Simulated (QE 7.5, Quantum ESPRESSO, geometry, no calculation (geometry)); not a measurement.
# Cell edges of rutile TiO2 with PBEsol, and the effect of PBE and a Hubbard U

## Experiment

The reference is the tetragonal cell of bulk rutile TiO2, with a = b = 4.595 Å and c = 2.959 Å, taken from "Hydrogen Impurity Defects in Rutile TiO2" (2015, PubMed Central 4667266). There the two edges serve as experimental input to a calculation and are quoted from earlier work; neither method nor temperature is given with the values. I take them to be a room-temperature cell, which is my own reading. The published diffraction structure from which I start has a = 4.5922 Å and c = 2.9574 Å, shorter by 0.0028 and 0.0016 Å. The two cells agree far more closely than the functionals usually do, though they may not be independent of each other.

| compared with | measured | source's wording or label | method |
| --- | --- | --- | --- |
| cell edge a (Å) | 4.595 | a = b | not stated |
| cell edge c (Å) | 2.959 | c | not stated |

Conditions are those given with the value in the passage it was taken from; "not stated" means there, and the paper may say more elsewhere. The values are a selection: others may have been left out beforehand as unlike or outlying.

## Plan

I want both cell edges within 1 % of the reference, with the Ti–O distance followed alongside. One per cent is about the usual error of a semilocal functional on an oxide lattice, so the target asks for a functional that suits the solid. It also leaves room for thermal and zero-point expansion, roughly a few tenths of a per cent, which a static relaxation omits.

The model is the six-atom cell without defects. Stoichiometric rutile is d0 and nonmagnetic, so spin polarisation is not needed. I start with PBEsol, a gradient functional built for equilibrium solids. LDA costs about the same and usually binds too tightly; PBE usually stretches oxides. A Hubbard term on an empty d shell has no strong case here and tends to lengthen the bonds. PBE will follow as the neighbouring level, with attention to cutoff and mesh.

System: TiO2 (Rutile); P4_2/mnm (No. 136), 6 atoms in the cell used, edges 4.5922, 4.5922, 2.9574 A, angles 90.00, 90.00, 90.00 deg; cell from a published crystal structure; structure from the Crystallography Open Database.

## 1. PBEsol relaxation beside the diffraction structure

I relax cell and atoms together with PBEsol, because fixing the cell would assume the very edges I want to test. The Ti–O distance read from the diffraction structure goes beside it, so that I can see whether an error in the edges also appears in the bond. I expect both edges well inside the target.

**Run 1.** QE 7.5: PBEsol, pw.x with GBRV ultrasoft files, cell and atoms relaxed, cutoff 45 Ry, mesh 5x5x7, Fermi-Dirac 0.05 eV, force tolerance 0.015 eV/A.

Key lines of the input:
```
&control
   calculation='vc-relax'
   forc_conv_thr=5.8e-04, etot_conv_thr=1e-04, nstep=60, tstress=.true., tprnfor=.true.
/
&system
   ibrav=0, nat=6, ntyp=2
   ecutwfc=45, ecutrho=360
   occupations='smearing', smearing='fd', degauss=0.0037
/
&electrons
   conv_thr=6.0e-09, mixing_beta=0.5, electron_maxstep=100
/
&ions
/
&cell
   press_conv_thr=0.2
/
ATOMIC_SPECIES
Ti 1.0 Ti.gbrv-pbesol.upf
O 1.0 O.gbrv-pbesol.upf
CELL_PARAMETERS angstrom
  4.59220000 0.00000000 0.00000000
  0.00000000 4.59220000 0.00000000
  0.00000000 0.00000000 2.95740000
ATOMIC_POSITIONS crystal
Ti   0.00000000 0.00000000 0.00000000
Ti   0.50000000 0.50000000 0.50000000
O    0.30496000 0.30496000 0.00000000
O    0.19504000 0.80496000 0.50000000
O    0.69504000 0.69504000 0.00000000
O    0.80496000 0.19504000 0.50000000
K_POINTS automatic
5 5 7 0 0 0
```

Command:
```
OMP_NUM_THREADS=1 mpirun --oversubscribe --bind-to none -np 4 pw.x -nk 4 -in relax.in > relax.out
```

Selected lines of the output:
```
CELL_PARAMETERS (angstrom)
   4.593248453   0.000000000   0.000000000
   0.000000000   0.000000000   2.939994671
```

Converged; 44 s on 4 cores of Intel Xeon at 2.70GHz, shared host.

**Run 2.** no calculation (geometry): distances read from the starting cell, no calculation.

Key lines of the input:
```
P4_2/mnm (No. 136), 6 atoms in the cell used, edges 4.5922, 4.5922, 2.9574 A, angles 90.00, 90.00, 90.00 deg; no input: distances from the coordinates
```

| quantity | run 1 | run 2 | measured |
| --- | --- | --- | --- |
| cell edge a (Å) | 4.593 | 4.592 | 4.595 |
| cell edge c (Å) | 2.940 | 2.957 | 2.959 |
| volume per atom (Å³) | 10.34 | 10.39 |  |
| Ti-O, nearest pair of atom 1 (Å) | 1.943 | 1.947 |  |

Both edges meet the target. Edge a is 0.002 Å below the reference and c is 0.019 Å below it, about 0.6 %, so nearly all of the error lies along the short axis. The nearest Ti–O distance is only 0.004 Å shorter than in the diffraction structure. The small volume error therefore hides a slight change of shape: relative to the starting cell, c contracts while a hardly moves.

## 2. PBE with a denser mesh or a higher cutoff

I now set PBE beside PBEsol, once with a denser k mesh at the same cutoff and once with a higher cutoff on the original mesh. The pair gives the scale of the functional's influence and compares two ways of tightening the settings. Since both settings differ between the two runs, the comparison shows only the difference between their effects, and it does so for PBE, not for PBEsol. I expect PBE to lengthen both edges, with a the more likely to approach the limit, and the two PBE cells to differ by much less than PBE differs from PBEsol.

**Run 3.** QE 7.5: PBE, pw.x with GBRV ultrasoft files, cell and atoms relaxed, cutoff 45 Ry, mesh 6x6x9, Fermi-Dirac 0.05 eV, force tolerance 0.015 eV/A.

Key lines of the input, as changed from run 1:
```diff
- Ti 1.0 Ti.gbrv-pbesol.upf
- O 1.0 O.gbrv-pbesol.upf
+ Ti 1.0 Ti.gbrv-pbe.upf
+ O 1.0 O.gbrv-pbe.upf
- 5 5 7 0 0 0
+ 6 6 9 0 0 0
```

Selected lines of the output:
```
CELL_PARAMETERS (angstrom)
   4.645802489   0.000000000   0.000000000
   0.000000000   0.000000000   2.964807274
```

Converged; 2 min on 4 cores of Intel Xeon at 2.70GHz, shared host.

**Run 4.** QE 7.5: PBE, pw.x with GBRV ultrasoft files, cell and atoms relaxed, cutoff 60 Ry, mesh 5x5x7, Fermi-Dirac 0.05 eV, force tolerance 0.015 eV/A.

Key lines of the input, as changed from run 3:
```diff
  &system
-    ecutwfc=45, ecutrho=360
+    ecutwfc=60, ecutrho=360
- 6 6 9 0 0 0
+ 5 5 7 0 0 0
```

Selected lines of the output:
```
CELL_PARAMETERS (angstrom)
   4.645201923   0.000000000   0.000000000
   0.000000000   0.000000000   2.964879387
```

Converged; 1.8 min, same machine.

| quantity | run 3 | run 4 | measured |
| --- | --- | --- | --- |
| cell edge a (Å) | 4.646 | 4.645 | 4.595 |
| cell edge c (Å) | 2.965 | 2.965 | 2.959 |
| volume per atom (Å³) | 10.67 | 10.66 |  |
| Ti-O, nearest pair of atom 1 (Å) | 1.959 | 1.959 |  |

PBE puts a 0.051 Å above the reference, about 1.1 %, a narrow miss, while c is only 0.006 Å too long and passes. I had expected a to approach the limit; it goes just past it. Compared with PBEsol, a grows by 0.053 Å and c by 0.025 Å.

The two PBE cells differ by about 0.001 Å in a and less in c, far below the gap between the functionals. If the denser mesh and the higher cutoff each shifted the cell in the same direction, the two shifts would partly cancel in this comparison, and the charge-density cutoff was the same in both runs. Even so, nothing here suggests that the PBE excess in a comes from the mesh or the plane-wave cutoff.

## 3. A Hubbard term on PBEsol

The verdict will rest on PBEsol, so I test how far its cell depends on the treatment of the Ti d states. I add a U of 3 eV and keep the cutoff and mesh of the first run. This probes the physics of the level, not its numerical convergence. In the plan I set the Hubbard term aside on general grounds; here I can see what it does. I expect longer bonds and a longer c, which could close the gap along that axis at some cost in a.

**Run 5.** QE 7.5: PBEsol+U (Ti d 3 eV, ortho-atomic projectors), pw.x with GBRV ultrasoft files, cell and atoms relaxed, cutoff 45 Ry, mesh 5x5x7, Fermi-Dirac 0.05 eV, force tolerance 0.015 eV/A.

Key lines of the input, as changed from run 1:
```diff
+ HUBBARD (ortho-atomic)
+ U Ti-3d 3
```

Selected lines of the output:
```
CELL_PARAMETERS (angstrom)
   4.594357022   0.000000000   0.000000000
   0.000000000   0.000000000   2.970131051
```

Converged; 53 s on 4 cores of Arm Neoverse V2, shared host.

| quantity | run 5 | measured | deviation |
| --- | --- | --- | --- |
| cell edge a (Å) | 4.594 | 4.595 | −0.001 (−0.0 %) |
| cell edge c (Å) | 2.970 | 2.959 | +0.011 (+0.4 %) |
| volume per atom (Å³) | 10.45 |  |  |
| Ti-O, nearest pair of atom 1 (Å) | 1.953 |  |  |

The Hubbard term acts almost entirely along the short axis. Compared with plain PBEsol, c grows by 0.030 Å and a by only 0.001 Å, so the cost in a that I had expected does not appear. Edge c moves from 0.019 Å below the reference to 0.011 Å above it, and both edges stay within the target. The nearest Ti–O distance lengthens by 0.010 Å and now exceeds the one in the diffraction structure by 0.006 Å.

The PBEsol pass therefore does not depend on leaving out a U of this size. The closer c is no evidence for 3 eV as the right value, since I chose U rather than deriving it, and the error has changed sign.

## 4. PBE with another oxygen potential

PBE misses the target in a only narrowly, and both PBE cells rest on the same potential files. Before I put that miss down to the functional, I repeat the 60 Ry relaxation with the SSSP efficiency set, which keeps the GBRV file for Ti, so this tests the oxygen potential and not the titanium one. It bears on the comparison with PBE and does not test the PBEsol cell directly. I expect a to stay close to its present PBE value.

**Run 6.** QE 7.5: PBE, pw.x with SSSP efficiency files (GBRV's own for Ti), cell and atoms relaxed, cutoff 60 Ry, mesh 5x5x7, Fermi-Dirac 0.05 eV, force tolerance 0.015 eV/A.

Key lines of the input, as changed from run 1:
```diff
  &system
-    ecutwfc=45, ecutrho=360
+    ecutwfc=60, ecutrho=480
- Ti 1.0 Ti.gbrv-pbesol.upf
- O 1.0 O.gbrv-pbesol.upf
+ Ti 1.0 Ti.sssp-pbe.upf
+ O 1.0 O.sssp-pbe.upf
```

Selected lines of the output:
```
CELL_PARAMETERS (angstrom)
   4.639081293   0.000000000   0.000000000
   0.000000000   0.000000000   2.962622407
```

Converged; 3.1 min on 4 cores of Intel Xeon at 2.70GHz, shared host.

| quantity | run 6 | measured | deviation |
| --- | --- | --- | --- |
| cell edge a (Å) | 4.639 | 4.595 | +0.044 (+1.0 %) |
| cell edge c (Å) | 2.963 | 2.959 | +0.004 (+0.1 %) |
| volume per atom (Å³) | 10.63 |  |  |
| Ti-O, nearest pair of atom 1 (Å) | 1.957 |  |  |

With the other oxygen file, a comes out at 4.639 Å, 0.006 Å shorter than in the 60 Ry run with the GBRV files. That is a small shift, but it carries PBE across the limit: the narrow miss becomes a narrow pass. The charge-density cutoff also rose, from 360 to 480 Ry, so I can't assign the whole shift to the oxygen potential. Whether PBE meets the target in a is therefore undecided at this margin.

The excess itself remains. Edge a is still 0.044 Å above the reference, and the change of files removes only a small part of it. Most of the excess thus survives a change of oxygen potential, though the titanium file was common to all the PBE runs. Edge c moves by only 0.002 Å and stays close to the reference.

## Summary of runs

| run | settings | cell edge a (Å) | deviation | cell edge c (Å) | deviation | cost |
| --- | --- | --- | --- | --- | --- | --- |
| 1 | QE: PBEsol, pw.x with GBRV ultrasoft files, cutoff 45 Ry, mesh 5x5x7, Fermi-Dirac 0.05 eV, force tolerance 0.015 eV/A | 4.593 | −0.002 (−0.0 %) | 2.940 | −0.019 (−0.6 %) | 3 core-min |
| 2 | no calculation (geometry): distances read from the starting cell, no calculation | 4.592 |  | 2.957 |  | – |
| 3 | QE: PBE, pw.x with GBRV ultrasoft files, cutoff 45 Ry, mesh 6x6x9, Fermi-Dirac 0.05 eV, force tolerance 0.015 eV/A | 4.646 | +0.051 (+1.1 %) | 2.965 | +0.006 (+0.2 %) | 8 core-min |
| 4 | QE: PBE, pw.x with GBRV ultrasoft files, cutoff 60 Ry, mesh 5x5x7, Fermi-Dirac 0.05 eV, force tolerance 0.015 eV/A | 4.645 | +0.050 (+1.1 %) | 2.965 | +0.006 (+0.2 %) | 7.2 core-min |
| 5 | QE: PBEsol+U (Ti d 3 eV, ortho-atomic projectors), pw.x with GBRV ultrasoft files, cutoff 45 Ry, mesh 5x5x7 | 4.594 | −0.001 (−0.0 %) | 2.970 | +0.011 (+0.4 %) | 3.5 core-min |
| 6 | QE: PBE, pw.x with SSSP efficiency files (GBRV's own for Ti), cutoff 60 Ry, mesh 5x5x7, force tolerance 0.015 eV/A | 4.639 | +0.044 (+1.0 %) | 2.963 | +0.004 (+0.1 %) | 12 core-min |
|  | measured | 4.595 |  | 2.959 |  |  |

Further runs on the same system, made beside this series (convergence steps with loose settings among them):

| further | settings | cell edge a (Å) | deviation | cell edge c (Å) | deviation | cost |
| --- | --- | --- | --- | --- | --- | --- |
| F1 | QE: PBE+D3(BJ), pw.x with GBRV ultrasoft files, cell and atoms relaxed, cutoff 45 Ry, mesh 5x5x7, Fermi-Dirac 0.05 eV, force tolerance 0.015 eV/A | 4.615 | +0.020 (+0.4 %) | 2.957 | −0.002 (−0.1 %) | 5.4 core-min |
| F2 | QE: PBE+U (Ti d 3 eV, ortho-atomic projectors), pw.x with GBRV ultrasoft files, cell and atoms relaxed, cutoff 45 Ry, mesh 5x5x7, Fermi-Dirac 0.05 eV, force tolerance 0.015 eV/A | 4.645 | +0.050 (+1.1 %) | 2.996 | +0.037 (+1.2 %) | 5.3 core-min |
| F3 | QE: PBE+U (Ti d 1.5 eV, ortho-atomic projectors), pw.x with GBRV ultrasoft files, cell and atoms relaxed, cutoff 45 Ry, mesh 5x5x7, Fermi-Dirac 0.05 eV, force tolerance 0.015 eV/A | 4.645 | +0.050 (+1.1 %) | 2.980 | +0.021 (+0.7 %) | 13 core-min |
| F4 | QE: RPBE, pw.x with GBRV ultrasoft files made for PBE, cell and atoms relaxed, cutoff 45 Ry, mesh 5x5x7, Fermi-Dirac 0.05 eV, force tolerance 0.015 eV/A | 4.685 | +0.090 (+2.0 %) | 2.978 | +0.019 (+0.6 %) | 5.7 core-min |
| F5 | QE: LDA, pw.x with GBRV ultrasoft files, cell and atoms relaxed, cutoff 45 Ry, mesh 5x5x7, Fermi-Dirac 0.05 eV, force tolerance 0.015 eV/A | 4.552 | −0.043 (−0.9 %) | 2.920 | −0.039 (−1.3 %) | 3.1 core-min |
| F6 | QE: PBE, pw.x with GBRV ultrasoft files, cell and atoms relaxed, cutoff 30 Ry, mesh 5x5x7, Fermi-Dirac 0.05 eV, force tolerance 0.015 eV/A | 4.570 | −0.025 (−0.6 %) | 2.944 | −0.015 (−0.5 %) | 4.9 core-min |
| F7 | QE: PBE, pw.x with GBRV ultrasoft files, cell and atoms relaxed, cutoff 45 Ry, mesh 3x3x4, Fermi-Dirac 0.05 eV, force tolerance 0.015 eV/A | 4.643 | +0.048 (+1.0 %) | 2.968 | +0.009 (+0.3 %) | 4.2 core-min |
|  | measured | 4.595 |  | 2.959 |  |  |

## Verdict

PBEsol meets the target on both edges: a is 0.002 Å and c 0.019 Å below the reference, the latter about 0.6 %, for 3 core-minutes. The calculation omits thermal and zero-point expansion, roughly 0.1 to 0.5 % in length. Adding it would bring c closer and push a slightly above the reference, with both still inside 1 %. The near-exact a is therefore partly a cancellation.

The comparison with PBE was the most useful step. PBE makes a about 1 % too long, and expansion would widen that error. Changing the oxygen file only moved a across the limit and settled little. PBE+D3(BJ) also passes, with a 0.020 Å too long and c 0.002 Å too short, so PBEsol is not the only suitable choice. LDA costs about the same as PBEsol but leaves c 1.3 % short.

A U of 3 eV lengthens c by about 0.03 Å with either PBE or PBEsol and hardly changes a. It isn't needed for the pass, and with PBE it takes c out of the target as well.

For PBE, even a much coarser mesh shifts the edges by only 0.003 Å, whereas a cutoff of 30 Ry shortens a by 0.075 Å relative to 60 Ry. That low-cutoff cell lands inside the target by chance. A cutoff or mesh check on the PBEsol cell itself is not shown in this report, nor is a change of titanium potential. The reference is second-hand, with no temperature given, so I read nothing into the last few thousandths of an ångström.

[Logs are printed without paths, hosts, clocks, repeated set-up lines and the standing remarks that a program may print on its own settings, such as how far it seeks lower states.]

[The runs shown are a pick from a larger set of finished runs; failed, doubtful and other runs were left out of it ahead of writing. So were measured values far from every level or from commonly accepted values, and agreement can look better than it is. Lines of input and output are excerpts and may be shortened.]
